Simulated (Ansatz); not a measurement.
We consider cubic perovskite BaSnO3, described by r²SCAN+SOC in Ansatz (plane waves, PAW).

Run with plane-wave cutoff 560 eV, 8×8×8 k mesh, Fermi–Dirac smearing 0.01 eV, PAW data made under PBE.

Cell (measured lattice):

Space group Pm-3m (No. 221); a = b = c = 4.116 Å, α = β = γ = 90.00°

```
atom  site  symmetry       x       y       z
----  ----  --------  ------  ------  ------
Ba      1a      m-3m  0.0000  0.0000  0.0000
Sn      1b      m-3m  0.5000  0.5000  0.5000
O       3c    4/mm.m  0.0000  0.5000  0.5000
```

**Question.** Estimate the band gap and smallest direct gap on the k points sampled that the calculation returns.

**Answer.** 
- band gap: 1.71 eV (indirect)
- smallest direct gap on the k points sampled: 2.14 eV

Measured, for comparison: band gap 2.95 eV (temperature not stated, no zero-point or thermal correction, indirect, from the absorption edge of a single crystal; as tabulated in Kim et al. (2012), arXiv:1207.0764). Computed (rounded) less measured: band gap -1.24 eV.

Note: cell and atoms aren't relaxed at this level (pressure 1.8 GPa).

Computed values are for the static lattice.

The result took very roughly 2.4 core-minutes.

Ansatz is an electronic-structure program.
